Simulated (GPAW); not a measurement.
# BaTe (Fm-3m) in GPAW: settings compared, part 2 of 2

GPAW 26.7.0. The steps go on from the part before.

## (5) Single point, TB-mBJ

The input, run.py:

```python
from ase import Atoms
from ase.dft.bandgap import bandgap
from ase.io import write
from gpaw import GPAW, PW

atoms = Atoms(['Ba', 'Te'],
              cell=[[0.0, 3.41, 3.41],
                    [3.41, 0.0, 3.41],
                    [3.41, 3.41, 0.0]],
              scaled_positions=[[0.0, 0.0, 0.0],
                                [0.5, 0.5, 0.5]],
              pbc=True)

calc = GPAW(mode=PW(600),
            xc='TB09',
            kpts={'size': (8, 8, 8), 'gamma': True},
            occupations={'name': 'fermi-dirac', 'width': 0.05},
            nbands=16,
            convergence={'density': 1e-05, 'energy': 1e-05},
            eigensolver='cg',
            maxiter=150,
            txt='gpaw.txt')
atoms.calc = calc
energy = atoms.get_potential_energy()
calc.write('gs.gpw')
write('result.traj', atoms)
print('Fermi level:', round(calc.get_fermi_level(), 4), 'eV')
print(f'Gap: {bandgap(calc)[0]:.4f} eV, direct: {bandgap(calc, direct=True)[0]:.4f} eV')
```

Potentials or basis: GPAW PAW data sets for LDA (gpaw-data 1.2.1), pw.

The run is started by

```sh
OMP_NUM_THREADS=1 python run.py
```

gpaw.txt:

```text
___ ___ ___ _ _ _
 |   |   |_  | | | |
 | | | | | . | | | |
 |__ |  _|___|_____|  26.7.0
 |___|_|

Input parameters:
  convergence: {density: 1e-05,
                energy: 1e-05}
  eigensolver: cg
  kpts: {gamma: True,
         size: (8, 8, 8)}
  maxiter: 150
  mode: {ecut: 600.0,
         name: pw}
  nbands: 16
  occupations: {name: fermi-dirac,
                width: 0.05}
  xc: TB09

System changes: positions, numbers, cell, pbc, initial_charges, initial_magmoms

Initialize ...

species:
  Ba:
    name:    Barium
    Z:       56.0
    valence: 10
    core:    46
    charge:  0.0  # [|e|]
    compensation charges:
      type: gauss
      rc: 0.37  # [Å]
      lmax: 2
    cutoffs:
      filter: 2.06  # [Å]
      core: 2.33  # [Å]
    projectors
    | kind |    occ | energy [eV] | rcut [Å] |
    |------|--------|-------------|----------|
    |   5s |  2.000 |     -33.774 |    1.164 |
    |   6s |  2.000 |      -3.346 |    1.164 |
    |   5p |  6.000 |     -18.813 |    1.164 |
    |    p |        |       0.000 |    1.164 |
    |    d |        |       0.000 |    1.164 |
    |    d |        |      27.211 |    1.164 |

    Using partial waves for Ba as LCAO basis

  Te:
    name:    Tellurium
    Z:       52.0
    valence: 6
    core:    46
    charge:  0.0  # [|e|]
    compensation charges:
      type: gauss
      rc: 0.36  # [Å]
      lmax: 2
    cutoffs:
      filter: 2.09  # [Å]
      core: 3.17  # [Å]
    projectors
    | kind |    occ | energy [eV] | rcut [Å] |
    |------|--------|-------------|----------|
    |   5s |  2.000 |     -15.337 |    1.180 |
    |   5p |  4.000 |      -6.113 |    1.196 |
    |    s |        |      11.875 |    1.180 |
    |    p |        |      21.098 |    1.196 |
    |    d |        |       0.000 |    1.238 |

    Using partial waves for Te as LCAO basis

Reference energy: -405745.269696  # eV

Spin-paired calculation

Convergence criteria:
 Maximum [total energy] change in last 3 cyles: 1e-05 eV / valence electron
 Maximum integral of absolute [dens]ity change: 1e-05 electrons / valence electron
 Maximum integral of absolute [eigenst]ate change: 4e-08 eV^2 / valence electron
 Maximum number of scf [iter]ations: 150
 (Square brackets indicate name in SCF output, whereas a 'c' in
 the SCF output indicates the quantity has converged.)

Symmetries present (total): 48

  ( 1  0  0)  ( 1  0  0)  ( 1  0  0)  ( 1  0  0)  ( 1  0 -1)  ( 1  0 -1)
[... 39 lines left out ...]
   5:     0.25000000    0.25000000    0.12500000         24/512
   6:     0.25000000    0.25000000    0.25000000          8/512
   7:     0.37500000    0.25000000   -0.37500000         24/512
   8:     0.37500000    0.25000000    0.12500000         24/512
   9:     0.37500000    0.25000000    0.25000000         24/512
          ...
  28:     0.50000000    0.50000000    0.50000000          4/512

Wave functions: Plane wave expansion
  Cutoff energy: 600.000 eV
  Number of coefficients (min, max): 2624, 2685
  Pulay-stress correction: 0.000000 eV/Ang^3 (de/decut=0.000000)
  Using FFTW library
  ScaLapack parameters: grid=1x1, blocksize=None
  Wavefunction extrapolation:
    Improved wavefunction reuse through dual PAW basis

Occupation numbers: Fermi-Dirac:
  width: 0.0500  # eV

Eigensolver
   CG(niter=4, rtol=3.0e-01)

Densities:
  Coarse grid: 28*28*28 grid
  Fine grid: 56*56*56 grid
  Total Charge: 0.000000

Density mixing:
  Method: separate
  Backend: msr1
  Linear mixing parameter: 0.05
  old densities: 10
  Width of damping distribution: 1.1
  Damping of long wavelength oscillations: 20

Hamiltonian:
  XC and Coulomb potentials evaluated on a 56*56*56 grid
  Using the TB09 Exchange-Correlation functional
  External potential:
    NoExternalPotential

XC parameters: TB09 with 2 nearest neighbor stencil

Number of atoms: 2
Number of atomic orbitals: 9
Number of bands in calculation: 16
Number of valence electrons: 16
Bands to converge: occupied

... initialized

Initializing position-dependent things.

Density initialized from atomic densities
Creating initial wave functions:
  9 bands from LCAO basis set
  7 bands from random numbers

                  Te

       Ba

Atomic positions and initial magnetic moments

Positions:
   0 Ba     0.000000    0.000000    0.000000    ( 0.0000,  0.0000,  0.0000)
   1 Te     3.410000    3.410000    3.410000    ( 0.0000,  0.0000,  0.0000)

Unit cell:
           periodic     x           y           z      points  spacing
  1. axis:    yes    0.000000    3.410000    3.410000    28     0.1406
  2. axis:    yes    3.410000    0.000000    3.410000    28     0.1406
  3. axis:    yes    3.410000    3.410000    0.000000    28     0.1406

  Lengths:   4.822468   4.822468   4.822468
  Angles:   60.000000  60.000000  60.000000

Effective grid spacing dv^(1/3) = 0.1534

iter:   1  9823.676627
iter:   2  9821.054717   +1.39  -1.06
iter:   3  9822.546465   +0.20  -0.95
iter:   4  9823.169997   -0.53  -1.10
iter:   5  9824.046961   -1.04  -1.23
iter:   6  9825.195243   -1.07  -1.35
iter:   7  9825.367132   -1.19  -1.45
iter:   8  9825.525657   -1.39  -1.65
iter:   9  9824.875806   -1.59  -1.62
iter:  10  9824.512323   -1.96  -1.95
iter:  11  9824.203091   -2.93  -1.85
[... 6 lines left out ...]
iter:  18  9823.635828   -4.25  -3.30
iter:  19  9823.572441   -3.96  -3.22
iter:  20  9823.599071   -3.88  -3.10
iter:  21  9823.579869   -4.70  -3.48
iter:  22  9823.593414   -5.08  -3.32
iter:  23  9823.595273   -5.21  -4.18
iter:  24  9823.596512   -6.31  -4.10
iter:  25  9823.598582   -6.20  -4.55
iter:  26  9823.599590   -6.56  -4.99
iter:  27  9823.598937   -6.93  -4.91
iter:  28  9823.598712   -7.62c -5.21c
iter:  29  9823.598543   -8.51c -5.19c
iter:  30  9823.598595   -8.60c -5.57c
iter:  31  9823.598696c  -8.67c -5.59c

Converged after 31 iterations.

Dipole moment: (0.000000, 0.000000, 0.000000) |e|*Ang

Energy contributions relative to reference atoms: (reference = -405745.269696)

Kinetic:        -21.521961
Potential:      +25.582616
External:        +0.000000
XC:            +9821.535402
Entropy (-ST):   -0.000000
Local:           -1.997360
SIC:             +0.000000
--------------------------
Free energy:   +9823.598696
Extrapolated:  +9823.598696

Showing only first 2 kpts
 Kpt  Band  Eigenvalues  Occupancy
  0     6      5.18102    2.00000
  0     7      5.18102    2.00000
  0     8      8.54180    0.00000
  0     9      8.54180    0.00000

  1     6      5.06297    2.00000
  1     7      5.06297    2.00000
  1     8      8.25504    0.00000
  1     9      9.05825    0.00000

Fermi level: 6.26363

Gap: 1.989 eV
Transition (v -> c):
  (s=0, k=0, n=7, [0.00, 0.00, 0.00]) -> (s=0, k=24, n=8, [0.50, 0.50, 0.00])
Direct/indirect transitions are different
Direct gap: 2.323 eV
Transition at: (s=0, k=24, n=7, [0.50, 0.50, 0.00])
Writing to gs.gpw (mode='')
```

Run time: 62 s. Hardware: 1 thread of Arm Neoverse V2, shared host; peak memory 0.34 GiB.

What came out:

```
Band gap on the k mesh : 1.99 eV, indirect (least direct gap 2.32 eV)
```

Caveat: a model potential gives levels but no total energy; spin-orbit coupling is left out, which moves the levels of the heavy elements.

## (6) The runs side by side

```csv
task,level,potentials or basis,k mesh,band path,band points,gap on the mesh (eV)
band structure,PBEsol,"PAW data sets generated in the run's folder for this functional, pw",7 × 7 × 7,"GXWKGLUWLK,UX",80,1.32
equation of state,PBEsol,"PAW data sets generated in the run's folder for this functional, pw",7 × 7 × 7,-,-,-
equation of state,r2SCAN,"GPAW PAW data sets (gpaw-data 1.2.1), pw",7 × 7 × 7,-,-,-
single point,TB-mBJ,"GPAW PAW data sets for LDA (gpaw-data 1.2.1), pw",8 × 8 × 8,-,-,1.99
```

Alike in all rows: no spin polarisation; cell as given; cutoff (eV) 600; smearing fermi-dirac 0.05 eV.

Caveats: spin-orbit coupling is left out, which moves the levels of the heavy elements (some runs); a model potential gives levels but no total energy (some runs).

Absolute energies hang on the potentials; compare differences alone.
